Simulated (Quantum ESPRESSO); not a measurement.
## Ti: band structure with PBEsol

Crystal: Ti.

```
CELL_PARAMETERS angstrom
0.00000 2.03000 2.03000
2.03000 0.00000 2.03000
2.03000 2.03000 0.00000
ATOMIC_POSITIONS crystal
Ti 0.00000 0.00000 0.00000
```

This isn't the form of Ti at room conditions, which is hcp.

- Program: Quantum ESPRESSO 7.5
- Task: band structure
- Functional: PBEsol
- Potentials or basis: GBRV 1.5 PBEsol
- Cutoff: 612 eV
- Density cutoff: 4898 eV
- k mesh: 11 × 11 × 11
- Occupations: fermi-dirac, width 0.05 eV
- Spin: no spin polarisation
- Mixing beta: 0.5
- Most SCF iterations: 120
- SCF threshold: 2e-10 Ry

* Pressure: -0.5 GPa
* Band gap on the k mesh: none (metal or under the smearing width)

Levels at the corners of the path, in eV from the Fermi level:
| point | band 4 | band 5 | band 6 | band 7 | band 8 | band 9 |
| --- | --- | --- | --- | --- | --- | --- |
| Γ | -32.29 | -6.17 | 0.91 | 0.91 | 0.91 | 2.63 |
| X | -32.56 | -2.72 | -1.81 | 3.00 | 3.76 | 4.09 |
| W | -32.57 | -1.62 | -0.39 | -0.39 | 2.22 | 4.09 |
| K | -32.50 | -1.82 | -1.27 | 0.74 | 2.71 | 3.64 |
| Γ | -32.29 | -6.17 | 0.91 | 0.91 | 0.91 | 2.63 |
| L | -32.39 | -2.67 | 0.73 | 0.78 | 0.78 | 3.78 |
| U | -32.50 | -1.82 | -1.27 | 0.74 | 2.71 | 3.64 |
| W | -32.57 | -1.62 | -0.39 | -0.39 | 2.22 | 4.09 |
| L | -32.39 | -2.67 | 0.73 | 0.78 | 0.78 | 3.78 |
| K | -32.50 | -1.82 | -1.27 | 0.74 | 2.71 | 3.64 |
| U | -32.50 | -1.82 | -1.27 | 0.74 | 2.71 | 3.64 |
| X | -32.56 | -2.72 | -1.81 | 3.00 | 3.76 | 4.09 |

It took 7 s on 2 MPI ranks on Arm Neoverse V1, on a shared host, peak memory 0.18 GiB a rank.
